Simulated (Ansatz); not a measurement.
The cell is COD entry 9016084, as deposited and not checked against the literature; nothing was relaxed.

BaTiO3: DFT, PBE, PAW with Ansatz's default frozen-core files, scalar-relativistic (Ansatz 0.2.0).

```yaml
crystal:
  lattice:
    - [3.9841, 0.0, 0.0]
    - [0.0, 2.83705, 2.8458]
    - [0.0, -2.83705, 2.8458]
  atoms:
    - { symbol: Ba, position: [0.0, 0.0, 0.0] }
    - { symbol: Ti, position: [0.5, 0.5079, 0.5079] }
    - { symbol: O, position: [0.0, 0.4921, 0.4921] }
    - { symbol: O, position: [0.5, 0.50251, 0.99371] }
    - { symbol: O, position: [0.5, 0.99371, 0.50251] }
kpoints:
  mp_grid: { grid: [7, 7, 7] }
  band_path:
    path:
      - [0.0, 0.0, 0.0]
      - [0.0, 0.5, 0.5]
      - [0.0, 0.5015349898, 0.4984650102]
      - [0.0, 0.4984650102, -0.4984650102]
      - [0.0, 0.0, 0.0]
      - [0.5, 0.0, 0.0]
      - [0.5, 0.4984650102, -0.4984650102]
      - [0.5, 0.5015349898, 0.4984650102]
      - [0.5, 0.5, 0.5]
    npoints: 8
scf:
  occupations: { method: fermi_dirac, width: 0.08 }
hamiltonian:
  xc: pbe
  pseudopotentials: { kind: paw }
output:
  forces: true
  stress: true
  eigenvalues: true
  efg: { contact_densities: true }
  populations: true
  bader: true
  dos: { projected: true, de: 0.2, e_range: [-14, 8] }
```

Output:

```
Ba: output.efg is read without spin–orbit coupling, which moves field gradients at and beside such atoms by some per cent and up to a factor of two; PAW files take it under magnetization.noncollinear and magnetization.spin_orbit
Engine: ansatz 0.2.0
Pseudopotentials: kind: paw
Pseudopotential: Ba, paw, valence charge 10, recommended cutoff 420 eV (normal)
Pseudopotential: Ti, paw, valence charge 12, recommended cutoff 420 eV (normal)
Pseudopotential: O, paw, valence charge 6, recommended cutoff 420 eV (normal)
Functional definition: PBE
  parameter kappa = 0.804
  parameter beta = 0.06672455060314922
  exchange = pbe_x(kappa = kappa, mu = beta*pi^2/3)
  correlation = pbe_c(beta = beta)
Crystal: 5 atoms, lattice volume = 64.333 Å³
Basis set: ecut = 420 eV, 1249 PW (Γ), exchange–correlation on 54×54×54 points (8 copies of the dense FFT grid, shifted against one another)
Bands: 25, of which v1, the nominal top of the filled ones, is band 20 counted from 1 (19 counted from 0)
Symmetry: 4 space group operations
Space group: Amm2 (ITA 38), of the structure as read, at distance tolerance 4.0e-5 Å
k-points: 64 of 343 (time reversal used)
Non-local potential: Ba, projectors of the file, l = 0: 3, l = 1: 2, l = 2: 2, l = 3: 2
Non-local potential: Ti, projectors of the file, l = 0: 3, l = 1: 2, l = 2: 3, l = 3: 1
Non-local potential: O, projectors of the file, l = 0: 2, l = 1: 2, l = 2: 1
PAW form: soft (Blöchl's): semilocal exchange-correlation on the pseudo side does not see the compensation charge
PAW one-centre angular grid: Ba, 194 points (default); XC on 64 Gauss nodes
PAW one-centre angular grid: Ti, 590 points (default); XC on 64 Gauss nodes
PAW one-centre angular grid: O, 110 points (default); XC on 64 Gauss nodes
Initial density: superposition of atomic densities (neutral atoms: chi_scale 0, normalization atom), corrected by the library's trained network
Initial wavefunctions: pseudopotential atomic-orbital guess
Functional: x = pbe(κ = 0.804, μ = 0.2195149727645171), c = pbe(β = 0.06672455060314922)
SCF iter   1: F=—  HF=-10159.567774 eV  |F-HF|=—  |Δ(HF+E_count)|=         —  Δρ=1.60e-3  dr2=9.26e-4  ethr=1.77e-3  ⟨swp⟩=5.9  Hψ=7863  notcnv=0
preconditioner: auto → Resta (q_TF=auto, 2.521 Å⁻¹)  ε∞=5.9  [insulator: Δε(μ)=1.909 eV  Ē_g=11.845 eV  σ=0.080 eV  W_gap=1.00  n_scr=18 (ndim 8)  ℏωp=26.2 eV  f_vac=0.000  D(μ)=0.00/eV (n_scr^D=0)  ε∞_Penn≈5.9]
SCF iter   2: F=—  HF=-10159.568039 eV  |F-HF|=—  |Δ(HF+E_count)|=   2.64e-4  Δρ=7.72e-4  dr2=2.33e-4  ethr=2.31e-6  ⟨swp⟩=2.1  Hψ=3244  notcnv=0
SCF iter   3: F=—  HF=-10159.568169 eV  |F-HF|=—  |Δ(HF+E_count)|=   1.30e-4  Δρ=1.09e-4  dr2=1.32e-5  ethr=5.82e-7  ⟨swp⟩=2.3  Hψ=2575  notcnv=0
SCF iter   4: F=—  HF=-10159.567496 eV  |F-HF|=—  |Δ(HF+E_count)|=   6.73e-4  Δρ=5.49e-5  dr2=2.26e-6  ethr=3.31e-8  ⟨swp⟩=2.1  Hψ=2790  notcnv=0
SCF iter   5: F=—  HF=-10159.567496 eV  |F-HF|=—  |Δ(HF+E_count)|=   6.62e-8  Δρ=2.02e-5  dr2=1.64e-7  ethr=5.65e-9  ⟨swp⟩=2.8  Hψ=2893  notcnv=0
SCF iter   6: F=-10159.567496 eV  HF=-10159.567496 eV  |F-HF|=8.46e-10  |Δ(HF+E_count)|=   7.89e-9  Δρ=4.82e-6  dr2=8.05e-9  ethr=2.50e-10  ⟨swp⟩=6.1  Hψ=6726  notcnv=0
SCF 1 converged in 6 iterations: F = -10159.567496 eV  dr2 = 8.05e-9
  greatest PAW one-centre occupation: 0.999 electrons in one spin orbital (limit 2), on the Ti atom at site 1 (counted from 0), in its partial waves of l = 0
NSCF: frozen V_eff on 65 k-points
SCF converged after 6 iterations
Free energy (F): -10159.567496 eV
Harris-Foulkes:  -10159.567496 eV  (|F-HF|=8.46e-10)
Internal energy: -10159.567494 eV  (E = F + TS)
E sigma→0 (E₀):  -10159.567495 eV
Entropy (-TS):   -0.000002 eV (-0.000 meV/atom)
Fermi energy:    11.230689 eV
--- Per-component energies (eV) ---
  E_band       = -141.909738
  E_kinetic    = 969.822283
  E_local      = -2100.614422  (includes V_loc(G=0)·N_el)
  E_nonlocal   = 203.467424
  E_hartree    = 820.179770
  E_xc         = -491.472920
  E_vxc        = -546.146667  (∫ρ·V_xc dr)
  E_paw        = -6744.449860  (= ΣΔE_a)
  E_vpaw       = -308.806433  (= ΣTr[D̂ρ^β])
  E_aug_tail   = 0.007408  (compensation charges beyond the density's cutoff)
  E_ewald      = -2816.507178
  E_smearing   = -0.000002  (= −TS)
  E_closure    = 0.000000  (closes the sum)
  Σ components = -10159.567496   (vs F -10159.567496, Δ=0.00e0)
--- Forces (eV/Å), atoms counted from 1 ---
  atom   1  Ba    -0.00000000     0.00000000     0.08857936
  atom   2  Ti    -0.00000000     0.00000000     0.20213273
  atom   3  O     -0.00000000     0.00000000     0.08962114
  atom   4  O     -0.00000000     0.01261471    -0.19016767
  atom   5  O     -0.00000000    -0.01261471    -0.19016767
  max |Σ_I F_I| component: 2.12e-6 eV/Å
--- Stress (GPa, compression-positive) ---
        2.600044       0.000000       0.000000
        0.000000       1.935382      -0.000000
        0.000000      -0.000000       1.229245
  P = ⅓ Tr σ = 1.9216 GPa (19.216 kbar)
--- PAW observables at the nuclei: V_zz in 10²¹ V/m², potentials from the cell's mean, atoms counted from 1 ---
  atom   1  Ba V_zz =    -0.133678   η = 0.2416   by run symmetry: allowed
            electrostatic potential = -9627.882039 V   contact ρ = 2065457.694986 e/Å³
  atom   2  Ti V_zz =    -0.633998   η = 0.0718   by run symmetry: allowed
            electrostatic potential = -2530.063222 V   contact ρ = 56790.990484 e/Å³
  atom   3  O  V_zz =    +2.517687   η = 0.0340   by run symmetry: allowed
            electrostatic potential = -628.014655 V   contact ρ = 2157.413631 e/Å³
  atom   4  O  V_zz =    +2.565215   η = 0.0543   by run symmetry: allowed
            electrostatic potential = -628.017447 V   contact ρ = 2157.447305 e/Å³
  atom   5  O  V_zz =    +2.565215   η = 0.0543   by run symmetry: allowed
            electrostatic potential = -628.017447 V   contact ρ = 2157.447305 e/Å³
--- Band table (eV; the first three rows and the last of 64) ---
  k-point 0: bands = ["-46.2623", "-22.4898", "-22.4877", "-22.4842", "-14.3883", "-6.5776", "-5.9148", "-5.9005", "0.4068", "0.4146", "0.4366", "7.9896", "7.9986", "8.0058", "9.0943", "9.1363", "9.1491", "10.0553", "10.0903", "10.1206", "12.1144", "12.1401", "12.2162", "14.2521", "14.3038"]
  k-point 1: bands = ["-46.2622", "-22.4982", "-22.4883", "-22.4838", "-14.3667", "-6.5925", "-5.9086", "-5.8818", "0.4401", "0.4667", "0.4915", "7.6697", "7.9362", "7.9519", "8.8665", "8.9326", "9.0209", "9.6310", "9.9312", "9.9831", "12.1805", "12.5043", "12.5376", "14.2899", "14.7912"]
  k-point 2: bands = ["-46.2618", "-22.5189", "-22.4875", "-22.4830", "-14.3173", "-6.6845", "-5.8934", "-5.7694", "0.5092", "0.5365", "0.6695", "6.9610", "7.7512", "7.7781", "8.5289", "8.6232", "8.7318", "8.8928", "9.7077", "9.7507", "12.2339", "13.2078", "13.2307", "14.2913", "15.6479"]
  k-point 63: bands = ["-46.2599", "-22.5308", "-22.5305", "-22.5289", "-14.1355", "-5.7724", "-5.7068", "-5.6855", "-0.2407", "-0.2073", "-0.1146", "5.9538", "6.5382", "6.5802", "7.7237", "7.8872", "7.9257", "10.0960", "10.1241", "10.1896", "14.3622", "14.3805", "14.3949", "17.1784", "17.2571"]
--- Löwdin populations: 5 sites ---
  site symbol       q [e]
     0     Ba      8.2274
     1     Ti     10.7839
     2      O      6.8728
     3      O      6.8797
     4      O      6.8797
  spilling = 0.008914 (of n_electrons = 40.000000)
--- Bader charges: 5 sites ---
  site symbol  charge [e]  shift [e]
     0     Ba      1.5344     0.0000
     1     Ti      2.2151     0.0027
     2      O     -1.2487     0.0009
     3      O     -1.2504     0.0009
     4      O     -1.2504     0.0009
  estimated error of the sums over rays = 4.2e-4 e
```

populations.tsv:

```
# site	symbol	l	j	q
# orbitals = lowdin
# n_electrons = 40.000000
# spilling = 0.008914
0	Ba	0_5S	-	1.924091
0	Ba	0_6S	-	0.354342
0	Ba	1_5P	-	5.948934
1	Ti	0_3S	-	1.910196
1	Ti	0_4S	-	0.499412
1	Ti	1_3P	-	5.987485
1	Ti	2_3D	-	2.386819
2	O	0_2S	-	1.797377
2	O	1_2P	-	5.075411
3	O	0_2S	-	1.800248
3	O	1_2P	-	5.079439
4	O	0_2S	-	1.800248
4	O	1_2P	-	5.079439
```

bader_charges.tsv:

```
# site	symbol	x_ang	y_ang	z_ang	partial_charge_e	electrons	volume_ang3	relative_density_drop	shared_charge_e	partial_wave_shift_e
# quadrature_error_electrons = 4.2e-4
0	Ba	0.0000	0.0000	0.0000	1.53435	54.46565	20.41	-	1.53435	0.00000
1	Ti	1.9921	0.0000	2.8908	2.21511	19.78489	7.22	-	2.21511	0.00273
2	O	0.0000	0.0000	2.8008	-1.24871	9.24871	12.21	-	-1.24871	0.00093
3	O	1.9921	-1.3936	4.2579	-1.25038	9.25038	12.24	-	-1.25038	0.00090
4	O	1.9921	1.3936	4.2579	-1.25037	9.25037	12.24	-	-1.25037	0.00090
```
